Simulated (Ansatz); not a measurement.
## AgCl: levels along high-symmetry lines

```
CELL_PARAMETERS angstrom
3.43397 0.00000 0.00000
0.00000 3.43397 0.00000
0.00000 0.00000 3.43397
ATOMIC_POSITIONS crystal
Ag 0.00000 0.00000 0.00000
Cl 0.50000 0.50000 0.50000
```

Atom numbers follow the list: Ag1, Cl2.

The conventional cell has a = 3.434 Å, b = 3.434 Å, c = 3.434 Å, α = 90.00°, β = 90.00°, γ = 90.00°. Ag (atom 1) has 8 Cl at 2.97 Å as nearest neighbours. Cl (atom 2) has 8 Ag at 2.97 Å as nearest neighbours.

The cell is the one relaxed in the Materials Project (mp-726265), not relaxed further here; entries there can be hypothetical.

Level of theory: Ansatz 0.2.0, DFT, PBEsol, all-electron LAPW, scalar-relativistic.

Sampling and basis: a Γ-centred 9×9×9 k mesh, Fermi–Dirac smearing of 0.01 eV, basis error target 1 meV/atom, no spin polarisation.

Points in fractions of the reciprocal vectors of this cell: Γ (0, 0, 0), X (0, 0.5, 0), M (0.5, 0.5, 0), R (0.5, 0.5, 0.5). The path joins them by straight lines in the order Γ–X–M–Γ–R–X–R–M; legs that retrace an earlier one aren't tabulated. Energies are in eV from the top of the valence band.

Problem. List the levels at M between -14 and 4.5 eV.

Solution. -13.79, -3.63 (×2), -2.52, -2.12, -2.09 (×2), -1.50, -0.88, 2.66.

Problem. List the levels at R between -14 and 4.5 eV.

Solution. -13.42, -4.35 (×3), -1.48 (×2), -0.18 (×3).

Problem. List the levels at Γ between -14 and 4.5 eV.

Solution. -2.76 (×2), -1.80 (×3), -1.52 (×3), 0.41.

Problem. What is the band gap?

Solution. 0.41 eV, indirect from X (0, 0.5, 0) to Γ.

Kohn–Sham gaps of semilocal functionals usually fall short of measured ones.
